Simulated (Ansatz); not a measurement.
# ZnS (F-43m), rigid cleavage

Level of theory: DFT PBE, scalar-relativistic, plane waves, PAW in Ansatz 0.2.0. Settings: plane waves to 420 eV, k-mesh 7×7×3 (Γ-centred), Gaussian smearing 0.05 eV. No spin polarisation. Energies are free energies at this smearing, counted from the undisturbed cell; pressure is positive in compression.

Zero of the scan (as given, not relaxed at this level; it stands at 1.4 GPa):

```
Zn S
1.0
    -2.70465   -2.70465    0.00000
     2.70465   -2.70465    0.00000
     0.00000    0.00000   10.81860
Zn S
4 4
Direct
  0.00000 0.00000 0.93750
  0.50000 0.50000 0.18750
  0.00000 0.00000 0.43750
  0.50000 0.50000 0.68750
  0.50000 0.00000 0.31250
  0.00000 0.50000 0.56250
  0.50000 0.00000 0.81250
  0.00000 0.50000 0.06250
```

The cut lies on the cell's a–b face, a (0 -1 0) plane (indices in the standard cell, whose axes needn't be the Cartesian ones shown) of area 14.63 Å², between layers 1.35 Å apart. Vector c is lengthened by d along the normal with the atoms' Cartesian places fixed: one unrelaxed cut a cell.

```
d (Å) energy (J/m²) traction dE/dd (GPa) gap on the mesh (eV)
-0.30           0.33                 -21.6                  2.13
-0.15           0.09                     ?                     ?
 0.00           0.00                  -1.4                  2.10
 0.25           0.13                  11.2                  1.86
 0.50           0.52                  19.1                  1.44
 0.75           1.05                  22.9                  0.83
 1.00           1.64                  23.4                  0.17
 1.50           2.70                  17.6                  0.00
 2.00           3.34                   9.0                  0.00
 3.00              ?                   2.0                  0.00
 4.50           3.94                   0.4                  0.05
 6.00              ?                   0.2                     ?
```

Where the gap reads zero the k-mesh, chosen for the insulator, is on the coarse side.

Task: Give the withheld values.

Result: traction dE/dd (GPa) at d (Å) = -0.15: -11.0; gap on the mesh (eV) at d (Å) = -0.15: 2.12; energy (J/m²) at d (Å) = 3.00: 3.81; energy (J/m²) at d (Å) = 6.00: 3.98; gap on the mesh (eV) at d (Å) = 6.00: 0.05.

Cost: 12 runs of about 5.8 core-minutes in all, on Arm Neoverse V2 (shared hosts).